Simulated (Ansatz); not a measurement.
# CdS (Fm-3m): following an unstable mode

Which phase does CdS (Fm-3m) fall into along its unstable mode, and how much energy does it gain?

Calculated with Ansatz 0.2.0; DFT LDA, scalar-relativistic, plane waves, PAW; PAW set soft_1.

**1. The structure**

Symmetry: Fm-3m, No. 225, cubic system. Conventional cell: a = 5.340 Å, b = 5.340 Å, c = 5.340 Å, α = 90.00°, β = 90.00°, γ = 90.00°. Nearest to Cd lie 6 S at 2.67 Å. S has 6 Cd at 2.67 Å nearest. Farther neighbours and most contacts between anions are not listed.

**2. Response at finite wavevector**

The cell comes from relaxations at this level that are not shown. Stability and thermal properties need the whole zone. Linear response on a 4×4×4 q mesh gives force constants as far as a supercell of that size would.

input.yaml

```yaml
crystal:
  lattice:
    - [0.0, 2.6698506594, 2.6698506594]
    - [2.6698506594, 0.0, 2.6698506594]
    - [2.6698506594, 2.6698506594, 0.0]
  atoms:
    - { symbol: Cd, position: [0.0, 0.0, 0.0] }
    - { symbol: S, position: [0.5, 0.5, 0.5] }
kpoints:
  mp_grid: { grid: [16, 16, 16] }
hamiltonian:
  xc: lda
  pseudopotentials: { kind: paw, azcp: { folder: soft_1 }, xc_functional: pbe }
scf:
  occupations: { method: methfessel_paxton, width: 0.2 }
output:
  eigenvalues: true
phonons:
  method: dfpt
  qmesh: [4, 4, 4]
  temperatures: { t_max: 1000, t_step: 50 }
  qpath:
    path:
      - [[0.0, 0.0, 0.0], [0.5, 0.0, 0.5], [0.625, 0.25, 0.625]]
      - [[0.375, 0.375, 0.75], [0.0, 0.0, 0.0], [0.5, 0.5, 0.5], [0.5, 0.25, 0.75], [0.5, 0.0, 0.5]]
    npoints: 10
```

Run with:

```bash
> ansatz run input.yaml --threads 4 --pin off --max-ram 10240MiB --backend cpu --events-out ev --progress --plain --runs-dir out
```

Numbers of over 12 decimals in the logs are rounded to 6 here.

The program printed:

```text
Engine: ansatz 0.2.0, aarch64-unknown-linux-gnu
Pseudopotentials: kind: paw
Pseudopotential: Cd, paw, valence charge 20, recommended cutoff 420 eV (normal), soft_1/Cd.paw.azcp
Pseudopotential: S, paw, valence charge 6, recommended cutoff 420 eV (normal), soft_1/S.paw.azcp
Functional definition: SPW92
  exchange = slater_x
  correlation = pw_c
Crystal: 2 atoms, lattice volume = 38.062 Å³
Basis set: ecut = 420 eV, 725 PW (Γ), exchange–correlation on 54×54×54 points (8 copies of the dense FFT grid, shifted against one another)
Bands: 17, of which v1, the nominal top of the filled ones, is band 13 counted from 1 (12 counted from 0)
Symmetry: 48 space group operations
k-points: 145 of 4096
Non-local potential: Cd, projectors of the file, l = 0: 3, l = 1: 2, l = 2: 2, l = 3: 1
Non-local potential: S, projectors of the file, l = 0: 2, l = 1: 2, l = 2: 1
PAW form: soft (Blöchl's): semilocal exchange-correlation on the pseudo side does not see the compensation charge
PAW frozen core: Cd, regenerated for the run's functional, and the local potential with it (the file was generated under x = pbe(κ = 0.804, μ = 0.219515), c = pbe(β = 0.066725))
PAW frozen core: S, regenerated for the run's functional, and the local potential with it (the file was generated under x = pbe(κ = 0.804, μ = 0.219515), c = pbe(β = 0.066725))
PAW one-centre angular grid: Cd, 590 points (default); XC on 64 Gauss nodes
PAW one-centre angular grid: S, 110 points (default); XC on 64 Gauss nodes
Initial density: superposition of atomic densities (chi_scale 0.1, normalization cell, long waves kept (reshape's long-wave potential 0.00 eV rms))
Initial wavefunctions: pseudopotential atomic-orbital guess
Functional: x = slater, c = lda
SCF iter   1: F=—  HF=-8988.607499 eV  |F-HF|=—  |Δ(HF+E_count)|=         —  Δρ=2.45e-2  dr2=1.71e-1  ethr=3.10e-3  ⟨swp⟩=6.3  Hψ=12601  notcnv=0
preconditioner: auto → none  [insulator: Δε(μ)=0.223 eV  Ē_g=12.801 eV  σ=0.200 eV  W_gap=0.78  n_scr=14 (ndim 8)  ℏωp=25.5 eV  f_vac=0.000  D(μ)=0.16/eV (n_scr^D=0)  ε∞_Penn≈5.0]
SCF iter   2: F=—  HF=-8988.558287 eV  |F-HF|=—  |Δ(HF+E_count)|=   4.92e-2  S|Δr|=    0.00e0  Δρ=9.67e-3  dr2=1.54e-2  ethr=6.57e-4  ⟨swp⟩=2.7  Hψ=5000  notcnv=0
SCF iter   3: F=—  HF=-8988.557219 eV  |F-HF|=—  |Δ(HF+E_count)|=   1.07e-3  S|Δr|=    0.00e0  Δρ=3.85e-3  dr2=2.44e-3  ethr=5.93e-5  ⟨swp⟩=1.1  Hψ=2475  notcnv=0
SCF iter   4: F=—  HF=-8988.557152 eV  |F-HF|=—  |Δ(HF+E_count)|=   6.71e-5  S|Δr|=    0.00e0  Δρ=2.07e-4  dr2=1.51e-5  ethr=9.37e-6  ⟨swp⟩=1.5  Hψ=2560  notcnv=0
SCF iter   5: F=—  HF=-8988.557127 eV  |F-HF|=—  |Δ(HF+E_count)|=   2.51e-5  S|Δr|=    0.00e0  Δρ=1.24e-4  dr2=4.23e-6  ethr=5.80e-8  ⟨swp⟩=3.1  Hψ=5265  notcnv=0
SCF iter   6: F=—  HF=-8988.557128 eV  |F-HF|=—  |Δ(HF+E_count)|=   2.89e-7  S|Δr|=    0.00e0  Δρ=5.29e-5  dr2=7.36e-7  ethr=1.63e-8  ⟨swp⟩=2.1  Hψ=3643  notcnv=0
SCF iter   7: F=—  HF=-8988.557133 eV  |F-HF|=—  |Δ(HF+E_count)|=   5.09e-6  S|Δr|=    0.00e0  Δρ=1.28e-5  dr2=4.25e-8  ethr=2.83e-9  ⟨swp⟩=2.4  Hψ=3992  notcnv=0
SCF iter   8: F=—  HF=-8988.557133 eV  |F-HF|=—  |Δ(HF+E_count)|=   1.10e-8  S|Δr|=    0.00e0  Δρ=1.43e-6  dr2=5.02e-10  ethr=1.63e-10  ⟨swp⟩=2.0  Hψ=3638  notcnv=0
SCF iter   9: F=-8988.557133 eV  HF=-8988.557133 eV  |F-HF|=3.64e-12  |Δ(HF+E_count)|=  1.47e-10  S|Δr|=    0.00e0  Δρ=9.89e-8  dr2=2.85e-12  ethr=1.00e-12  ⟨swp⟩=5.1  Hψ=13052  notcnv=0
SCF 1 converged in 9 iterations: F = -8988.557133 eV  dr2 = 2.85e-12
  greatest PAW one-centre occupation: 1.001 electrons in one spin orbital (limit 2), on the Cd atom at site 0 (counted from 0), in its partial waves of l = 0
Initial density: read from a saved state, or passed on in memory by an earlier SCF of this step, an earlier step, the calling program or the single point that the run made first
iter 1 solved again at ethr=2.73e-8 eV; its pass at ethr=3.10e-3 eV (dr2=7.10e-6 eV) is discarded
SCF iter   1: F=—  HF=-8988.557128 eV  |F-HF|=—  |Δ(HF+E_count)|=         —  Δρ=4.06e-7  dr2=2.88e-11  ethr=2.73e-8  ⟨swp⟩=4.4  Hψ=20886  notcnv=0
eigensolver tolerance schedule: the retry pair's looser diagonalisation over-reported the residual by 246149.75 of it (diagonalisation noise at an unbounded share of the residual, at the tolerance the schedule requests for it); recorded, not acted on — ethr = c·dr2/N_el stays at c = 1.0e-1
preconditioner: auto → none  [insulator: Δε(μ)=0.162 eV  Ē_g=12.706 eV  σ=0.200 eV  W_gap=0.63  n_scr=14 (ndim 8)  ℏωp=25.5 eV  f_vac=0.000  D(μ)=0.20/eV (n_scr^D=0)  ε∞_Penn≈5.0]
SCF iter   2: F=—  HF=-8988.557133 eV  |F-HF|=—  |Δ(HF+E_count)|=   4.98e-6  S|Δr|=    0.00e0  Δρ=4.51e-7  dr2=4.98e-11  ethr=1.00e-12  ⟨swp⟩=4.0  Hψ=6096  notcnv=0
SCF iter   3: F=—  HF=-8988.557133 eV  |F-HF|=—  |Δ(HF+E_count)|=  1.46e-11  S|Δr|=    0.00e0  Δρ=2.25e-7  dr2=1.04e-11  ethr=1.00e-12  ⟨swp⟩=1.0  Hψ=2465  notcnv=0
SCF iter   4: F=-8988.557133 eV  HF=-8988.557133 eV  |F-HF|=5.46e-12  |Δ(HF+E_count)|=  1.82e-12  S|Δr|=    0.00e0  Δρ=1.42e-7  dr2=4.02e-12  ethr=1.00e-12  ⟨swp⟩=2.4  Hψ=5333  notcnv=0
SCF 2 converged in 4 iterations: F = -8988.557133 eV  dr2 = 4.02e-12
phonons: the bands overlap, so this run is a metal and interpolates without the dipole-dipole term. If the crystal is really an insulator or semiconductor, its LO-TO splitting is missing
NSCF: frozen V_eff on 145 k-points
NSCF: frozen V_eff on 349 k-points
DFPT response loops at q = (0, 0, 0) (fractional): preconditioner auto → Kerker (q_TF=auto, 2.560 Å⁻¹) (partly filled bands, converged f_vac=0.000); β = 1.00, the filter's whole step (`scf.mixing.beta` (0.50) is not read by the response loops under this deck's `scf.mixing.preconditioner`; to damp them name `kerker` or `kerker_dos`, under which they read `scf.mixing.beta`, and type it under 1.00, their step now; both keys bind the ground state too); Broyden in place of MSR1
NSCF: frozen V_eff on 4352 k-points
DFPT response loops at q = (0, 0, 0.25) (fractional): mixed as the last ones told, above
NSCF: frozen V_eff on 2196 k-points
DFPT response loops at q = (0, 0, -0.5) (fractional): mixed as the last ones told, above
NSCF: frozen V_eff on 2320 k-points
DFPT response loops at q = (0, 0.25, 0.25) (fractional): mixed as the last ones told, above
NSCF: frozen V_eff on 8192 k-points
DFPT response loops at q = (0, 0.25, -0.5) (fractional): mixed as the last ones told, above
NSCF: frozen V_eff on 4352 k-points
DFPT response loops at q = (0, 0.25, -0.25) (fractional): mixed as the last ones told, above
NSCF: frozen V_eff on 1242 k-points
DFPT response loops at q = (0, -0.5, -0.5) (fractional): mixed as the last ones told, above
NSCF: frozen V_eff on 2320 k-points
DFPT response loops at q = (0.25, -0.5, -0.25) (fractional): mixed as the last ones told, above
SCF converged after 9 iterations
Stability not checked: this state was not tested for a lower state beside it, because cold or Methfessel-Paxton smearing, or corrected tetrahedra, fill the levels in a way that the test cannot read (fill_not_monotonic; see scf.lower_state_search)
Free energy (F): -8988.557133 eV
Harris-Foulkes:  -8988.557133 eV  (|F-HF|=3.64e-12)
Internal energy: -8988.559394 eV  (E = F + TS)
E sigma→0 (E₀):  -8988.557698 eV
Entropy (-TS):   0.002261 eV (1.131 meV/atom)
Fermi energy:    10.783940 eV
--- Per-component energies (eV) ---
  E_band       = -418.461444
  E_kinetic    = 548.126797
  E_local      = -3455.558179  (includes V_loc(G=0)·N_el)
  E_nonlocal   = 163.733551
  E_hartree    = 1587.287739
  E_xc         = -244.541917
  E_vxc        = -279.932900  (∫ρ·V_xc dr)
  E_paw        = -4540.518601  (= ΣΔE_a)
  E_vpaw       = -569.406552  (= ΣTr[D̂ρ^β])
  E_aug_tail   = 0.000274  (compensation charges beyond the density's cutoff)
  E_ewald      = -3048.008825
  E_core_change = 0.919767  (= ΣΔE_core)
  E_smearing   = 0.002261  (= −TS)
  E_closure    = 0.000000  (closes the sum)
  Σ components = -8988.557133   (vs F -8988.557133, Δ=0.00e0)
--- Band table (eV; the first three rows and the last of 145) ---
  k-point 0: bands = [... 9 lower, 2.8670, 9.7502, 9.7502, 9.7502, 11.6997, 19.8095, 19.8095, 19.8095]
  k-point 1: bands = [... 9 lower, 2.8761, 9.3399, 9.7825, 9.7825, 12.1061, 19.3277, 19.7807, 19.7807]
  k-point 2: bands = [... 9 lower, 2.9034, 8.5554, 9.8754, 9.8754, 12.8650, 18.5326, 19.4980, 19.4980]
  k-point 144: bands = [... 9 lower, 3.8298, 7.0433, 7.0433, 7.4388, 14.1876, 17.3348, 18.2425, 18.2425]
--- Phonons (Γ-DFPT): 2 representative perturbations + reference (Σ response iterations 6) ---
  ASR residual: 1.005e-4 → 0.000e0 eV/Å²; symmetrization residual: 6.873e-7 eV/Å²
  ASR residual per site (eV/Å²): 3.26e-5 1.01e-4
  Γ frequencies (cm⁻¹): 0.00 0.00 0.00 151.82 151.82 151.82
--- Phonons (arbitrary-q DFPT): 8 irreducible q on the 4×4×4 mesh ---
  q = [0.0000, 0.0000, 0.0000] (star 1, of the zone-centre solve; hermiticity 6.50e-7, symmetrization 6.58e-12): -0.00 -0.00 0.00 151.82 151.82 151.82
  q = [0.0000, 0.0000, 0.2500] (star 8, 2 solved perturbations on 2176 of 4096 k-point pairs; hermiticity 8.88e-7, symmetrization 2.49e-12): 62.20 62.20 113.43 132.51 132.51 272.37
  q = [0.0000, 0.0000, -0.5000] (star 4, 2 solved perturbations on 1098 of 4096 k-point pairs; hermiticity 9.67e-14, symmetrization 3.20e-12): -71.71 -71.71 94.33 94.33 157.75 277.80
  q = [0.0000, 0.2500, 0.2500] (star 6, 4 solved perturbations in 3616 linear systems a pass and spin channel, the states on 1160 of 4096 k-point pairs; hermiticity 7.97e-7, symmetrization 7.93e-13): 48.94 48.94 115.60 186.54 186.54 244.24
  q = [0.0000, 0.2500, -0.5000] (star 24, 4 solved perturbations in 12544 linear systems a pass and spin channel, the states on 4096 of 4096 k-point pairs; hermiticity 2.42e-6, symmetrization 1.07e-12): 73.87 86.78 117.04 163.62 196.66 266.45
  q = [0.0000, 0.2500, -0.2500] (star 12, 4 solved perturbations in 6672 linear systems a pass and spin channel, the states on 2176 of 4096 k-point pairs; hermiticity 2.24e-6, symmetrization 1.10e-12): 37.37 69.53 93.72 132.82 221.23 259.77
  q = [0.0000, -0.5000, -0.5000] (star 3, 4 solved perturbations in 1940 linear systems a pass and spin channel, the states on 621 of 4096 k-point pairs; hermiticity 1.71e-6, symmetrization 9.34e-13): 56.15 56.15 85.92 208.48 208.48 263.32
  q = [0.2500, -0.5000, -0.2500] (star 6, 4 solved perturbations in 3498 linear systems a pass and spin channel, the states on 1160 of 4096 k-point pairs; hermiticity 2.18e-6, symmetrization 1.75e-12): 77.23 77.23 109.96 210.75 240.72 240.72
  sum rule: each row above includes the acoustic sum rule's correction from the zone centre's row sums; it moved no ω² by more than (0.92 cm⁻¹)²
  mesh force constants: q→R imaginary residual 4.71e-18; ASR residual 1.005e-4 → 0.000e0 eV/Å²; symmetrization residual 3.553e-15 eV/Å²
  interpolated dispersion: 62 rows × 6 modes
  density of states and harmonic sums: on the 20×20×20 q-mesh, interpolated from the force constants of a 4×4×4 supercell (no non-analytic term)
  largest difference from the sums on the solved wave vectors: F 2.47e-2 eV, S 3.54e-5 and C_V 1.10e-5 eV/K
  zero-point energy: 0.052696 eV/cell   skipped modes (ω ≤ 0): 22, of them read as no rigid motion or as one in doubt: 19 (4.700e-2 modes/cell left out, lowest -71.71 cm⁻¹)   left out of the sums: 7.90e-3 of the cell's modes: C_V's classical limit lies that fraction below 3 k_B per atom; for a crystal, a wire or a layer, F and S can be off by more, and a phonons.interpolated_qmesh denser along its periods is the remedy for the sampling
```

Wall time 7.3 min (4 threads of Arm Neoverse V2, shared host); peak memory 5.3 GiB; 28 min of CPU time.

The column dr2 measures how far the density is from self-consistency, as an energy; F and HF (Harris–Foulkes) agree once it is small.

Numbers from this step:

- volume per atom: 19.03 Å³
- gap on the k-mesh: 0 eV
- sum-rule residual before enforcement: 1.01e-4 eV/Å²
- lowest frequency on the path: -71.71 cm⁻¹
- point group: m-3m
- highest frequency on the path or at a solved wavevector: 286.4 cm⁻¹
- highest optical mode at the zone centre (no LO-TO term): 151.8 cm⁻¹
- lowest optical zone-centre mode: 151.8 cm⁻¹
- lowest mode on the q mesh (acoustic modes at Γ apart): -71.71 cm⁻¹

Frequencies (cm⁻¹) solved at each irreducible wavevector; negative means imaginary. Frequencies by wavevector, by row:

```
q in reciprocal lattice units  star  mode 1  mode 2  mode 3  mode 4  mode 5  mode 6
                        0 0 0     1       0       0       0   151.8   151.8   151.8
                     0 0 0.25     8    62.2    62.2   113.4   132.5   132.5   272.4
                     0 0 -0.5     4   -71.7   -71.7    94.3    94.3   157.8   277.8
                  0 0.25 0.25     6    48.9    48.9   115.6   186.5   186.5   244.2
                  0 0.25 -0.5    24    73.9    86.8     117   163.6   196.7   266.4
                 0 0.25 -0.25    12    37.4    69.5    93.7   132.8   221.2   259.8
                  0 -0.5 -0.5     3    56.1    56.1    85.9   208.5   208.5   263.3
              0.25 -0.5 -0.25     6    77.2    77.2     110   210.8   240.7   240.7
```

Interpolated from a 4×4×4 q mesh. Phonon branches along the path, in cm⁻¹:

```
    point  branch 1  branch 2  branch 3  branch 4  branch 5  branch 6
        Γ         0         0         0       152       152       152
  halfway        49        49       116       186       186       244
        X        56        56        86       208       208       263
  halfway        64        75        84       202       222       261
        U        77        80       102       175       244       252
jump to K        77        80       102       175       244       252
  halfway        56        63        93       124       203       262
        Γ         0         0         0       152       152       152
  halfway        62        62       113       132       132       272
        L       -72       -72        94        94       158       278
  halfway        79        89       124       129       185       270
        W        77        77       110       211       241       241
  halfway        68        83        88       211       221       258
        X        56        56        86       208       208       263
```

The phonon branches as a text plot (rows in cm⁻¹):

```
    279 |                                   **********
    264 |        ********    ****                     ***     ***
    249 |      **        ****    *         *             * ***
    234 |    **         **  *     **                     ****
    219 |              *     ***          *             *    **
    204 |   *    *******        *   *                  * ********
    189 |  *   **       **       *       *            *
    174 |   ***           *       **                    *
    160 | **                        **  **      ***  *
    145 |*                 *        ***** **  **   **  *
    130 |                   ***** **        **       **
    115 |      ***         **    *          **      *  *****
    100 |    **   **     **  ** *          *  ********      **
     85 |   *       ********   *  **                ****** ******
     70 |  *           **********   *     *  *       *   *******
     55 |      ********      ** ****     * ** *    *           **
     40 | * ***                   ****    *         *
     25 |  *                   *     *  **
     10 | *                          *  *
     -5 |*                            **
    -19 |                                      *
    -34 |
    -49 |                                         **
    -64 |                                       ***
         Γ           X  U|K            Γ         L        W     X
```

Symmetry leaves 8 wavevectors to solve. The lowest mode among them, the acoustic zeros apart, lies at q = (0, 0, -0.5) and is imaginary, 71.7i cm⁻¹, so the energy falls along it.

**3. The mode frozen in, largest atomic shift 0 Å**

The mode followed lies at q = (0, 0, -0.5) with frequency 71.7i cm⁻¹ and is 2-fold degenerate, the softest among the wavevectors solved. At small amplitude the distorted cell has space group no. 2 by a symmetry search on the positions. The undistorted cell that holds it gives the zero of energy on the same k mesh.

System of this step: CdS. It takes space group Fm-3m (No. 225, cubic). The conventional cell has a = 5.340 Å, b = 5.340 Å, c = 5.340 Å, α = 90.00°, β = 90.00°, γ = 90.00°. Nearest to Cd lie 6 S at 2.67 Å. Nearest to S lie 6 Cd at 2.67 Å. Farther neighbours and most contacts between anions are not listed.

input.yaml, the sections that differ from step 2:

```yaml
crystal:
  lattice:
    - [0.0, 2.6698506594, 2.6698506594]
    - [-2.6698506594, 2.6698506594, 0.0]
    - [-2.6698506594, -2.6698506594, 5.3397013187]
  atoms:
    - { symbol: Cd, position: [0.0, 1.0, 1.0] }
    - { symbol: Cd, position: [0.0, 0.5, 0.5] }
    - { symbol: S, position: [0.5, 0.25, 0.75] }
    - { symbol: S, position: [0.5, 0.75, 0.25] }
kpoints:
  mp_grid: { grid: [15, 15, 15] }
output:
  forces: true
  stress: true
  eigenvalues: true
# hamiltonian, scf: as in step 2
# phonons: removed
```

The program printed:

```text
[...]
Crystal: 4 atoms, lattice volume = 76.124 Å³
Basis set: ecut = 420 eV, 1479 PW (Γ)
Bands: 32, of which v1, the nominal top of the filled ones, is band 26 counted from 1 (25 counted from 0)
Symmetry: 24 space group operations
[...]
k-points: 344 of 3375
[...]
k-point 0: bands = [... 22 lower, 9.7496, 9.7501, 10.7054, 10.7054, 11.6996, 13.9096, 16.3135, 16.3135, ... 2 higher]
  k-point 1: bands = [... 22 lower, 9.7588, 9.7588, 10.6929, 10.6929, 11.8319, 13.9263, 16.3480, 16.3480, ... 2 higher]
  k-point 2: bands = [... 22 lower, 9.7863, 9.7863, 10.6562, 10.6562, 12.1521, 13.9738, 16.4500, 16.4500, ... 2 higher]
  k-point 343: bands = [... 22 lower, 7.2949, 7.5262, 9.1349, 9.3627, 13.7003, 13.9763, 16.6477, 16.9334, ... 2 higher]
[key lines of the parts left out:]
SCF converged after 7 iterations
Free energy (F): -17977.114238 eV
Fermi energy:    10.779212 eV
P = ⅓ Tr σ = 0.0080 GPa (0.080 kbar)
```

Elapsed: 8.1 s, on 4 threads; peak memory 0.77 GiB.

This step gave:

| Item | Value |
| --- | --- |
| pressure | 0.008024 GPa |
| energy from the undistorted cell | 0 meV/atom |

The run ends at a pressure of 0.01 GPa.

**4. The mode frozen in, largest atomic shift 0.04 Å**

The atoms are moved along the unstable eigenvector, the largest shift by 0.04 Å, with the cell fixed.

input.yaml, as its differences from that of step 3:

```diff
@@ -8,4 +8,4 @@
     - { symbol: Cd, position: [0.0, 0.5, 0.5] }
-    - { symbol: S, position: [0.5, 0.25, 0.75] }
-    - { symbol: S, position: [0.5, 0.75, 0.25] }
+    - { symbol: S, position: [0.5022947435, 0.2592585134, 0.75] }
+    - { symbol: S, position: [0.4977052565, 0.7407414866, 0.25] }
 kpoints:
```

The program printed:

```text
[...]
Crystal: 4 atoms, lattice volume = 76.124 Å³
Basis set: ecut = 420 eV, 1479 PW (Γ)
Bands: 32, of which v1, the nominal top of the filled ones, is band 26 counted from 1 (25 counted from 0)
Symmetry: 2 space group operations
[...]
k-points: 1688 of 3375
[...]
k-point 0: bands = [... 22 lower, 9.7460, 9.7525, 10.7045, 10.7060, 11.7032, 13.9112, 16.3186, 16.3226, ... 1 higher]
  k-point 1: bands = [... 22 lower, 9.7550, 9.7557, 10.6925, 10.6937, 11.8350, 13.9278, 16.3528, 16.3567, ... 1 higher]
  k-point 2: bands = [... 22 lower, 9.7820, 9.7826, 10.6570, 10.6577, 12.1544, 13.9751, 16.4543, 16.4579, ... 1 higher]
  k-point 1687: bands = [... 22 lower, 7.9933, 8.2063, 10.3311, 10.6085, 11.0424, 14.2010, 15.9132, 16.4576, ... 1 higher]
[key lines of the parts left out:]
SCF converged after 7 iterations
Free energy (F): -17977.114901 eV
Fermi energy:    10.783709 eV
P = ⅓ Tr σ = 0.0632 GPa (0.632 kbar)
```

Run time: 37 s. Hardware: 4 threads; peak memory 2.5 GiB; 2.4 min of CPU time.

Numbers from this step:

```
pressure                         : 0.06318 GPa
gap on the k-mesh                : 0.1389 eV
energy from the undistorted cell : -0.199 meV/atom
```

The energy, extrapolated to zero smearing, is -0.20 meV/atom against the undistorted cell.

The run ends at a pressure of 0.06 GPa, with forces up to 0.011 eV/Å.

(Part 1 of 3 ends here.)

[Logs are printed without paths, hosts, clocks, repeated set-up lines and the standing remarks that a program may print on its own settings, such as how far it seeks lower states.]

[Hosts, paths, dates, database ids (printed as entryN), source tags and the programs' standing remarks are cut or masked in the printed files.]
